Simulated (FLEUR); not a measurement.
Something may be wrong with this FLEUR MaX-R8.1 (later development tree) calculation of Co.

File inp.xml:

```xml
<?xml version="1.0" encoding="UTF-8" standalone="no"?>
<fleurInput fleurInputVersion="0.39">
   <comment>
      Co                                                                                                  
   </comment>
   <calculationSetup>
      <cutoffs Kmax="4.67" Gmax="14.5" GmaxXC="14.5" numbands="0"/>
      <scfLoop itmax="5" minDistance="0.00001" maxIterBroyd="15" imix="Anderson" alpha="0.05" precondParam="0.0" spinf="2.0" sdNocoIR="T"/>
      <coreElectrons ctail="T" frcor="F" kcrel="0" coretail_lmax="0"/>
      <xcFunctional name="vwn" relativisticCorrections="F"/>
      <magnetism jspins="2"/>
      <soc l_soc="F" theta="0.0" phi="0.0" spav="F"/>
      <expertModes spex="0" secvar="F"/>
      <geometryOptimization l_f="F" forcealpha="1.0" forcemix="BFGS" epsdisp="0.00001" epsforce="0.00001"/>
      <ldaU l_linMix="F" mixParam="0.05" spinf="1.0"/>
   </calculationSetup>
   <cell>
      <bzIntegration valenceElectrons="34.0" mode="hist" fermiSmearingEnergy="0.00183747">
         <kPointListSelection listName="default-1"/>
         <!-- k-points included here -->
         <xi:include xmlns:xi="http://www.w3.org/2001/XInclude" href="kpts.xml"> </xi:include>
      </bzIntegration>
      <!-- symmetry operations included here -->
      <xi:include xmlns:xi="http://www.w3.org/2001/XInclude" href="sym.xml"> </xi:include>
      <bulkLattice scale="1.0">
         <bravaisMatrix>
            <row-1>    4.7004383834322416     0.0000000000000000     0.0000000000000000</row-1>
            <row-2>   -2.3502191917161208     4.0706990489911368     0.0000000000000000</row-2>
            <row-3>    0.0000000000000000     0.0000000000000000     7.6785043263879400</row-3>
         </bravaisMatrix>
      </bulkLattice>
   </cell>
   <atomSpecies>
      <species name="Cobalt (Co2.000" element="Co" atomicNumber="27">
         <mtSphere radius="2.1" gridPoints="701" logIncrement="0.017"/>
         <atomicCutoffs lmax="8" lnonsphr="8"/>
         <electronConfig flipSpins="F">
            <coreConfig>(1s1/2) (2s1/2) (2p1/2) (2p3/2)</coreConfig>
            <valenceConfig>(3s1/2) (3p1/2) (3p3/2) (4s1/2) (3d3/2) (3d5/2)</valenceConfig>
            <stateOccupation state="(3d3/2)" spinUp="1.5" spinDown="1.3"/>
            <stateOccupation state="(3d5/2)" spinUp="3.0" spinDown="1.2"/>
         </electronConfig>
         <energyParameters s="4" p="4" d="3" f="4"/>
         <lo type="SCLO" l="0" n="3" eDeriv="0"/>
         <lo type="SCLO" l="1" n="3" eDeriv="0"/>
         <lo type="SCLO" l="1" n="3" eDeriv="1"/>
         <lo type="SCLO" l="2" n="3" eDeriv="2"/>
         <lo type="SCLO" l="3" n="4" eDeriv="2"/>
      </species>
   </atomSpecies>
   <atomGroups>
      <atomGroup species="Cobalt (Co2.000">
         <relPos label="                   1">1.000/3.000 -1.000/3.000 -.2598610000</relPos>
         <relPos label="                   2">-1.000/3.000 1.000/3.000 .2598610000</relPos>
         <force calculate="T" relaxXYZ="TTT"/>
      </atomGroup>
   </atomGroups>
   <output dos="F" band="F" slice="F">
      <checks vchk="F" cdinf="F"/>
      <bandDOS minEnergy="-.5*Htr" maxEnergy="0.5*Htr" sigma="0.015" storeEVData="T"/>
      <vacuumDOS vacdos="F" integ="F" star="F" nstars="0" locx1="0.0" locy1="0.0" locx2="0.0" locy2="0.0" nstm="0" tworkf="0.0"/>
      <unfoldingBand unfoldBand="F" supercellX="1" supercellY="1" supercellZ="1"/>
      <plotting iplot="0" polar="F">
         <plot TwoD="T" vec1="  1.0  0.0  0.0" vec2="  0.0  1.0  0.0" vec3="  0.0  0.0  1.0" zero="  0.0  0.0  0.0" file="plot"/>
      </plotting>
      <chargeDensitySlicing numkpt="0" minEigenval="0.0" maxEigenval="0.0" nnne="0" pallst="F"/>
      <specialOutput eonly="F"/>
      <moessbauerParams electricFieldGradient="T" isomerShift="T" coreHyperfine="T" valenceHyperfine="T"/>
      <magneticCircularDichroism mcd="F" energyLo="-10.0" energyUp="0.0"/>
   </output>
  <!-- We include the file relax.xml here to enable relaxations (see documentation) -->
  <xi:include xmlns:xi="http://www.w3.org/2001/XInclude" href="relax.xml"> <xi:fallback/> </xi:include>
</fleurInput>
```

The input crystal.txt:

```
Co
&input cartesian=F /
2.4873648738  0.0000000000  0.0000000000
-1.2436824369  2.1541211692  0.0000000000
0.0000000000  0.0000000000  4.0632895034
1.8897261246
1.0 1.0 1.0

2
27 0.3333333333  0.6666666667  0.7401390000 : 2.000
27 0.6666666666  0.3333333334  0.2598610000 : 2.000

&kpt div1=12 div2=12 div3=7 gamma=T /
```

Potentials or basis: all-electron, FLAPW.

Command:

```bash
$ inpgen -f crystal.txt -profile fastHighL
$ # inp.xml edited to the form shown
$ fleur_MPI
```

Output:

```text
Welcome to FLEUR        (www.flapw.de)
      MaX-Release 8.1          (www.max-centre.eu)

 ========== k-point set info ==========
 Selected k-point list: default-1
 k-point list type: mesh
 12 x 12 x 7
 Number of k points: 112

 ------------Calculation Setup---------------------------
 Number of MPI-tasks      :            1
 Number of PE/node        :            1
 Number of OMP-threads    :            1
 Most efficient MPI parallelization for:
           1           2           4           7           8          14          16          28          56         112
 Additional eigenvalue parallelization possible
 Number of basis functions:          334
 Approximate size of matrices (H+S) per k-point:         0.002 GB
 --------------------------------------------------------
 Iteration:     1   Distance:       8.30407700 me/bohr^3
 Iteration:     2   Distance:       6.99440826 me/bohr^3
 Iteration:     3   Distance:       4.40004437 me/bohr^3
 Iteration:     4   Distance:       1.45805876 me/bohr^3
 Iteration:     5   Distance:       1.34589212 me/bohr^3

 ********************************************************************
 Run finished successfully
 Stop message:
   all done
 ********************************************************************
```

Question: Diagnose the run.

Answer: The run did not converge. The input holds a flaw that was put in on purpose: five iterations allowed (itmax = 5).
